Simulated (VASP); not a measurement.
# WC (P-6m2) in VASP: a series of runs, part 2 of 3

VASP 6.6.1.

**3. Relaxation of cell and atoms, r2SCAN+rVV10**

Input file INCAR:

```
SYSTEM = WC
  PREC = Accurate
  ENCUT = 600
  EDIFF = 1E-7
  ISMEAR = 0
  SIGMA = 0.1
  LREAL = .FALSE.
  LASPH = .TRUE.
  NELM = 80
  ALGO = Normal
  ISIF = 3
  LWAVE = .FALSE.
  LCHARG = .FALSE.
  METAGGA = R2SCAN
  LMIXTAU = .TRUE.
  LUSE_VDW = .TRUE.
  IVDW_NL = 2
  BPARAM = 11.95
  CPARAM = 0.0093
  IBRION = 2
  NSW = 90
  EDIFFG = -0.005
```

Input file KPOINTS:

```
Automatic mesh
0
G
  18 18 14
  0 0 0
```

Input file POSCAR:

```
WC
1.0
    2.8820700000      0.0000000000      0.0000000000
   -1.4410350000      2.4959458400      0.0000000000
    0.0000000000      0.0000000000      2.8238700000
W C
1 1
Direct
    0.0000000000      0.0000000000      0.0000000000
    0.6666666700      0.3333333300      0.5000000000
```

Potentials or basis: VASP PAW PBE potentials, release 64 (W_sv, C).

Command:

```sh
cat potpaw_PBE.64/W_sv/POTCAR potpaw_PBE.64/C/POTCAR > POTCAR
mpirun -np 1 vasp_std > vasp.out
```

OUTCAR:

```text
SYSTEM = WC
   PREC = Accurate
   ENCUT = 600
   EDIFF = 1E-7
   ISMEAR = 0
   LREAL = .FALSE.
   LASPH = .TRUE.
   NELM = 80
   ISIF = 3
   METAGGA = R2SCAN
   IVDW_NL = 2
   BPARAM = 11.95
   IBRION = 2
   NSW = 90
   EDIFFG = -0.005

 ion  position               nearest neighbor table
   1  0.000  0.000  0.000-   2 2.18   2 2.18   2 2.18   2 2.18   2 2.18   2 2.18
   2  0.667  0.333  0.500-   1 2.18   1 2.18   1 2.18   1 2.18   1 2.18   1 2.18

  LATTYP: Found a hexagonal cell.
 ALAT       =     2.8820700000
 C/A-ratio  =     0.9798061810

  Lattice vectors:

 A1 = (   2.8820700000,   0.0000000000,   0.0000000000)
 A2 = (  -1.4410350000,   2.4959458400,   0.0000000000)
 A3 = (   0.0000000000,   0.0000000000,   2.8238700000)

Analysis of symmetry for initial positions (statically):
=====================================================================
 Subroutine PRICEL returns:
 Original cell was already a primitive cell.

 Routine SETGRP: Setting up the symmetry group for a
 hexagonal supercell.

 Subroutine GETGRP returns: Found 12 space group operations
 (whereof 12 operations were pure point group operations)
 out of a pool of 24 trial point group operations.

The static configuration has the point symmetry D_3h.

Analysis of symmetry for dynamics (positions and initial velocities):
=====================================================================
 Subroutine PRICEL returns:
 Original cell was already a primitive cell.

 Routine SETGRP: Setting up the symmetry group for a
 hexagonal supercell.

 Subroutine GETGRP returns: Found 12 space group operations
 (whereof 12 operations were pure point group operations)
 out of a pool of 24 trial point group operations.

The dynamic configuration has the point symmetry D_3h.

 Subroutine INISYM returns: Found 12 space group operations
 (whereof 12 operations are pure point group operations),
 and found     1 'primitive' translations

----------------------------------------------------------------------------------------

                                     Primitive cell

  volume of cell :      20.3135

  direct lattice vectors                    reciprocal lattice vectors
     2.882070000  0.000000000  0.000000000     0.346972835  0.200324860  0.000000000
    -1.441035000  2.495945840  0.000000000     0.000000000  0.400649719  0.000000000
     0.000000000  0.000000000  2.823870000     0.000000000  0.000000000  0.354123950

  length of vectors
     2.882070000  2.882070004  2.823870000     0.400649720  0.400649719  0.354123950

  position of ions in fractional coordinates (direct lattice)
     0.000000000  0.000000000  0.000000000
     0.666666670  0.333333330  0.500000000

  ion indices of the primitive-cell ions
   primitive index   ion index
                 1           1
                 2           2

----------------------------------------------------------------------------------------

 KPOINTS: Automatic mesh

Automatic generation of k-mesh.
 Grid dimensions read from file:
 generate k-points for:   18   18   14

 Generating k-lattice:

  Cartesian coordinates                     Fractional coordinates (reciprocal lattice)
     0.019276269  0.011129159  0.000000000     0.055555556  0.000000000  0.000000000
[... 49 lines left out ...]
 SYSTEM =  WC
   PREC   = accura    normal or accurate (medium, high low for compatibility)
   ISTART =      0    job   : 0-new  1-cont  2-samecut
   ICHARG =      2    charge: 1-file 2-atom 10-const
   ISPIN  =      1    spin polarized calculation?
   LNONCOLLINEAR =      F non collinear calculations
   LSORBIT =      F    spin-orbit coupling
   LASPH  =      T    aspherical Exc in radial PAW
   ENCUT  =  600.0 eV  44.10 Ry    6.64 a.u.   5.76  5.76  5.64*2*pi/ulx,y,z
   NELM   =     80;   NELMIN=  2; NELMDL= -5     # of ELM steps
   EDIFF  = 0.1E-06   stopping-criterion for ELM
   LREAL  =      F    real-space projection
   EDIFFG = -.5E-02   stopping-criterion for IOM
   NSW    =     90    number of steps for IOM
   IBRION =      2    ionic relax: 0-MD 1-quasi-New 2-CG
   NFREE  =      1    steps in history (QN), initial steepest desc. (CG)
   ISIF   =      3    stress and relaxation
   ISYM   =      2    0-nonsym 1-usesym 2-fastsym
   POTIM  = 0.5000    time-step for ionic-motion
   TEBEG  =    0.0;   TEEND  =   0.0 temperature during run
   PSTRESS=    0.0 pullay stress
   NELECT =      18.0000    total number of electrons
   NUPDOWN=      -1.0000    fix difference up-down
   EMIN   =  10.00;   EMAX   =-10.00  energy-range for DOS
   EFERMI =   0.00;   METHOD = LEGACY
   ISMEAR =     0;   SIGMA  =   0.10  broadening in eV -4-tet -1-fermi 0-gaus
   EFERMI_NEDOS =   21; number of points for ismear=-14 and -15
   IALGO  =     38    algorithm
   IMIX   =      4    mixing-type and parameters
     AMIX     =   0.40;   BMIX     =  1.00
     AMIX_MAG =   1.60;   BMIX_MAG =  1.00
  volume/ion in A,a.u.               =      10.16        68.54
  Fermi-wavevector in a.u.,A,eV,Ry     =   1.572428  2.971459 33.640826  2.472531
  Thomas-Fermi vector in A             =   2.673864
   LORBIT       =      0    0 simple, 1 ext, 2 COOP (PROOUT), +10 PAW based schemes
   METAGGA = R2SCAN    functional components
   LHFCALC =     F    Hartree Fock is set to
   AEXX    =    0.0000 exact exchange contribution
   IVDW_NL    =     2    kernel type
   BPARAM     =11.9500
   IVDW    =     0    specifies the selected vdW correction
   LEPSILON=     F    determine dielectric tensor
   LRPA    =     F    only Hartree local field effects (RPA)
 conjugate gradient relaxation of ions
 non-spin polarized calculation
 Gauss-broadening in eV      SIGMA  =   0.10
  energy-cutoff  :      600.00
  volume of cell :       20.31
 maximum number of plane-waves:       688
 NGX is ok and might be reduce to    24

--------------------------------------- Ionic step        1  -------------------------------------------

 number of electron      18.0000000 magnetization

 Free energy of the ion-electron system (eV)
  ---------------------------------------------------
  ext. energy  EPLUGINS =         0.00000000
  ---------------------------------------------------
  free energy    TOTEN  =       -61.36186412 eV

  energy without entropy =      -61.36051747  energy(sigma->0) =      -61.36119080

------------------------ aborting loop because EDIFF is reached ----------------------------------------

  FORCE on cell =-STRESS in cart. coord.  units (eV):
  Direction    XX          YY          ZZ          XY          YZ          ZX
  --------------------------------------------------------------------------------------
  -------------------------------------------------------------------------------------
  Total        1.4971709      1.4971709      1.1810721      0.0000000     -0.0000000     -0.0000000
  in kB      118.0857721    118.0857726     93.1542392      0.0000000     -0.0000000     -0.0000000
  external PRESSURE =     109.7752613 kB  Pullay stress =       0.0000000 kB
[... 23 lines left out ...]
--------------------------------------- Ionic step        2  -------------------------------------------

 number of electron      18.0000000 magnetization

 E-fermi :   9.8634     XC(G=0): -14.5003

 val. band max:        9.8524972997   @ k =   0.0556   0.0556   0.3571
 cond. band min:       9.8817675492   @ k =   0.0556   0.0000   0.2857
 fundamental gap:      0.0292702495
 Fermi energy:         9.8633873932

 k-point     1 :       0.0000    0.0000    0.0000
  band No.  band energies     occupation
      1     -66.2241      2.00000
      2     -29.5276      2.00000
      3     -29.4528      2.00000
      4     -29.4528      2.00000
      5      -4.7637      2.00000
      6       5.8258      2.00000
      7       6.6974      2.00000
      8       6.6974      2.00000
      9      10.0030      0.04837
     10      12.9471      0.00000
     11      12.9471      0.00000
     12      15.4199      0.00000
     13      15.4199      0.00000
[... 511 lines left out ...]
--------------------------------------- Ionic step        6  -------------------------------------------

 number of electron      18.0000000 magnetization

 Free energy of the ion-electron system (eV)
  ---------------------------------------------------
  ext. energy  EPLUGINS =         0.00000000
  ---------------------------------------------------
  free energy    TOTEN  =       -61.38024970 eV

  energy without entropy =      -61.37884673  energy(sigma->0) =      -61.37954821

 E-fermi :  10.8736     XC(G=0): -14.9613

 val. band max:       10.8603142094   @ k =   0.0556   0.0000   0.2857
 cond. band min:      10.8853338240   @ k =   0.0556   0.0000   0.2143
 fundamental gap:      0.0250196146
 Fermi energy:        10.8736340295

 k-point     1 :       0.0000    0.0000    0.0000
  band No.  band energies     occupation
      1     -65.0457      2.00000
      2     -28.3516      2.00000
      3     -28.2498      2.00000
      4     -28.2498      2.00000
      5      -4.3219      2.00000
      6       6.4239      2.00000
      7       7.4202      2.00000
      8       7.4202      2.00000
      9      11.0045      0.06424
     10      14.2960      0.00000
     11      14.2960      0.00000
     12      16.8391      0.00000
     13      16.8391      0.00000
[... 397 lines left out ...]
  FREE ENERGIE OF THE ION-ELECTRON SYSTEM (eV)
  ---------------------------------------------------
  free  energy   TOTEN  =       -61.3802496950 eV

  energy  without entropy=      -61.3788467297  energy(sigma->0) =      -61.37954821

 reached required accuracy - stopping structural energy minimisation
```

CONTCAR:

```text
WC
   1.00000000000000
     2.9121660333881225    0.0000000000000000   -0.0000000000000000
    -1.4560830166940613    2.5220097696089465    0.0000000000000000
     0.0000000000000000   -0.0000000000000000    2.8384576149433789
  W               C
     1     1
Direct
     0.0000000000000000    0.0000000000000000    0.0000000000000000
     0.6666666699999979    0.3333333300000021    0.5000000000000000

  0.00000000E+00  0.00000000E+00  0.00000000E+00
  0.00000000E+00  0.00000000E+00  0.00000000E+00
```

It took 21 min on 1 thread of Intel Xeon Platinum 8375C at 2.90GHz (Ice Lake), shared host; peak memory 0.31 GiB.

Results:

```yaml
Free_energy: -61.3802 eV
Relaxed_volume: 10.42 Å³/atom
Relaxed_cell: a = 2.912 Å, b = 2.912 Å, c = 2.838 Å, α = 90.00°, β = 90.00°, γ = 120.00°
Space_group_after_relaxing_to_0.05_Å: P-6m2 (No. 187)
Energy_gained_by_relaxing: 9.2 meV/atom
Ionic_steps: 6
Pressure_after_relaxing: 0.0 GPa
Band_gap_on_the_k_mesh: none (metal or under the smearing width)
```

Step by step:
| step | energy change (eV) | largest force (eV/Å) | pressure (GPa) | volume (Å³) |
| --- | --- | --- | --- | --- |
| 1 | 0.0000 | 0.0000 | 10.98 | 20.31 |
| 2 | 0.1159 | 0.0000 | -25.54 | 22.43 |
| 3 | -0.0180 | 0.0000 | -0.43 | 20.86 |
| 4 | -0.0180 | 0.0000 | -0.14 | 20.85 |
| 5 | -0.0180 | 0.0000 | 0.15 | 20.85 |
| 6 | -0.0184 | 0.0000 | -0.01 | 20.85 |

Final structure:
```
W C
1.0
     2.91217    0.00000    0.00000
    -1.45608    2.52201    0.00000
     0.00000    0.00000    2.83846
W C
1 1
Cartesian
  0.0000 0.0000 0.0000
  1.4561 0.8407 1.4192
```

Levels at points of the mesh, in eV from the Fermi level:
| k point | band 5 | band 6 | band 7 | band 8 | band 9 | band 10 | band 11 | band 12 | band 13 |
| --- | --- | --- | --- | --- | --- | --- | --- | --- | --- |
| (0.00, 0.00, 0.00) | -15.20 | -4.45 | -3.45 | -3.45 | 0.13 | 3.42 | 3.42 | 5.97 | 5.97 |
| (0.50, 0.00, 0.00) | -11.79 | -7.30 | -3.71 | -3.66 | -0.49 | 2.51 | 4.73 | 5.10 | 7.28 |
| (0.00, 0.00, 0.50) | -11.10 | -8.97 | -2.07 | -2.07 | -0.55 | -0.55 | 3.85 | 4.84 | 4.84 |
| (0.50, 0.00, 0.50) | -11.97 | -6.68 | -4.45 | -4.35 | 0.22 | 4.61 | 5.49 | 6.96 | 9.65 |

Caveat: the PAW data sets were made with another functional, which shifts forces and pressure a little. Zero-point motion and thermal expansion aren't in these numbers.

**4. Relaxation of cell and atoms, r2SCAN**

Input file INCAR:

```
PREC     = Accurate       # precision mode
ENCUT    = 600            # plane-wave cutoff, eV
EDIFF    = 1E-7           # SCF threshold, eV
ISMEAR   = 0              # smearing method
SIGMA    = 0.1            # smearing width, eV
LREAL    = False          # projectors in reciprocal space
LASPH    = True           # aspherical terms in the spheres
NELM     = 100            # most SCF steps
ALGO     = Normal         # electronic algorithm
ISIF     = 3              # what is computed and relaxed
LWAVE    = False          # write WAVECAR
LCHARG   = False          # write CHGCAR
METAGGA  = R2SCAN         # meta-GGA
LMIXTAU  = True         
IBRION   = 2              # ionic algorithm
NSW      = 90             # ionic steps
EDIFFG   = -0.005         # ionic threshold
```

Input file KPOINTS:

```
Automatic mesh
0
Gamma
  18 18 14
```

POSCAR is that of step 3.

Command:

```sh
cat potpaw_PBE.64/W_sv/POTCAR potpaw_PBE.64/C/POTCAR > POTCAR
mpirun -np 1 vasp_std > vasp.out
```

Wall time 7.2 min (1 thread of Intel Xeon 6975P-C (Granite Rapids), shared host); peak memory 0.24 GiB.

It converged, with:

| Property | Result |
| --- | --- |
| Free energy | -61.6150 eV |
| Relaxed volume | 10.46 Å³/atom |
| Relaxed cell | a = 2.916 Å, b = 2.916 Å, c = 2.841 Å, α = 90.00°, β = 90.00°, γ = 120.00° |
| Space group after relaxing (to 0.05 Å) | P-6m2 (No. 187) |
| Energy gained by relaxing | 11.8 meV/atom |
| Ionic steps | 6 |
| Pressure after relaxing | 0.0 GPa |
| Band gap on the k mesh | none (metal or under the smearing width) |

The path:
| step | energy change (eV) | largest force (eV/Å) | pressure (GPa) | volume (Å³) |
| --- | --- | --- | --- | --- |
| 1 | 0.0000 | 0.0000 | 12.44 | 20.31 |
| 2 | 0.1444 | 0.0000 | -27.87 | 22.72 |
| 3 | -0.0232 | 0.0000 | -0.52 | 20.94 |
| 4 | -0.0232 | 0.0000 | -0.16 | 20.92 |
| 5 | -0.0232 | 0.0000 | 0.17 | 20.92 |
| 6 | -0.0237 | 0.0000 | -0.01 | 20.92 |

Final structure:
```
W C
1.0
     2.91636    0.00000    0.00000
    -1.45818    2.52564    0.00000
     0.00000    0.00000    2.84051
W C
1 1
Direct
  0.00000 0.00000 0.00000
  0.66667 0.33333 0.50000
```

Levels at points of the mesh, in eV from the Fermi level:
```
           k point  band 5  band 6  band 7  band 8  band 9  band 10  band 11  band 12  band 13
(0.00, 0.00, 0.00)  -15.16   -4.42   -3.45   -3.45    0.14     3.40     3.40     5.94     5.94
(0.50, 0.00, 0.00)  -11.78   -7.28   -3.69   -3.64   -0.50     2.49     4.70     5.06     7.26
(0.00, 0.00, 0.50)  -11.09   -8.94   -2.07   -2.07   -0.55    -0.55     3.84     4.83     4.83
(0.50, 0.00, 0.50)  -11.94   -6.66   -4.44   -4.33    0.23     4.57     5.45     6.92     9.60
```

Caveat: the PAW data sets were made with another functional, which shifts forces and pressure a little. Spin-orbit coupling is left out, which matters for the levels of W.

(Continued in part 3 of 3.)
